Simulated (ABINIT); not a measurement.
The system is CdF2.

```xyz
3
Lattice="0.0000 2.6940 2.6940 2.6940 0.0000 2.6940 2.6940 2.6940 0.0000" Properties=species:S:1:pos:R:3 pbc="T T T"
Cd    0.0000    0.0000    0.0000
F     4.0410    4.0410    4.0410
F     1.3470    1.3470    1.3470
```

Base run:

* Program: ABINIT 10.8.3 (patched build)
* Functional: PBE
* Potentials or basis: JTH PAW PBE v2.0
* Cutoff: 626 eV
* k mesh: 5 × 5 × 5
* Occupations: fermi-dirac, width 0.05 eV
* Spin: no spin polarisation

Its results: band gap on the k mesh 3.15 eV, indirect (least direct gap 3.56 eV); pressure 5.1 GPa.

**Question.** The run is repeated on the same cell with these changes: k mesh from 5 × 5 × 5 to 12 × 12 × 12. What comes out?

**Answer.** Band gap on the k mesh 3.07 eV, indirect (least direct gap 3.56 eV); pressure 5.1 GPa.

Caveats: an odd mesh through Γ misses points on the zone boundary, where band edges often lie (some runs).

Not every run made on this cell is shown here.
